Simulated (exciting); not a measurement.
Crystal: AlN.

```
Al N
1.0
     0.00000    2.18399    2.18399
     2.18399    0.00000    2.18399
     2.18399    2.18399    0.00000
Al N
1 1
Cartesian
  0.0000 0.0000 0.0000
  1.0920 1.0920 1.0920
```

Measurements of this composition are mostly on another form, of space group No. 186.

Base run:

```yaml
Program: exciting (release sodium)
Functional: PBE
Potentials_or_basis: all-electron LAPW+lo, shipped species files, valence relativity iora*
rgkmax: 7.5
k_mesh: 10 × 10 × 10
Occupations: fermi-dirac, width 0.05 eV
Spin: no spin polarisation
```

Its results: band gap on the k mesh 3.32 eV, indirect (least direct gap 4.20 eV).

Question: The run is repeated on the same cell with these changes: functional from PBE to LDA. What comes out?

Answer: Band gap on the k mesh 3.24 eV, indirect (least direct gap 4.23 eV).
